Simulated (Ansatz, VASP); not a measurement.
Two plane-wave programs on NaCl

```
Na Cl
1.0
     3.22201    0.00000    0.00000
     0.00000    3.22201    0.00000
     0.00000    0.00000    3.78237
Na Cl
1 1
Direct
  0.00000 0.00000 0.00000
  0.50000 0.50000 0.50000
```

Change from the starting cell: strain -0.080 along x and y, +0.080 along z, atoms carried along.

Alike in both runs: task single point; functional LDA; k mesh 6 × 6 × 6; occupations gaussian, width 0.05 eV; no spin polarisation.

```csv
,VASP,Ansatz
version,VASP 6.6.1,Ansatz 0.2.0
potentials or method,"VASP PAW LDA potentials, release 64 (Na_pv, Cl)","scalar-relativistic, plane waves, PAW"
plane-wave cutoff (eV),520,420
valence electrons in the cell,14,16
```

VASP gave:

```
gap on the k mesh at the Fermi level (eV)       : 3.00
least direct gap on the mesh (eV)               : 3.51
pressure (GPa)                                  : -0.3
largest component of the traceless stress (GPa) : 8.93
```

Problem. What did Ansatz give for the same quantities?

Solution. gap on the k mesh at the Fermi level (eV): 2.99; least direct gap on the mesh (eV): 3.50; pressure (GPa): -0.2; largest component of the traceless stress (GPa): 8.93.

The two sets of potentials don't hold the same shells in valence.

A k mesh can miss the band edges.
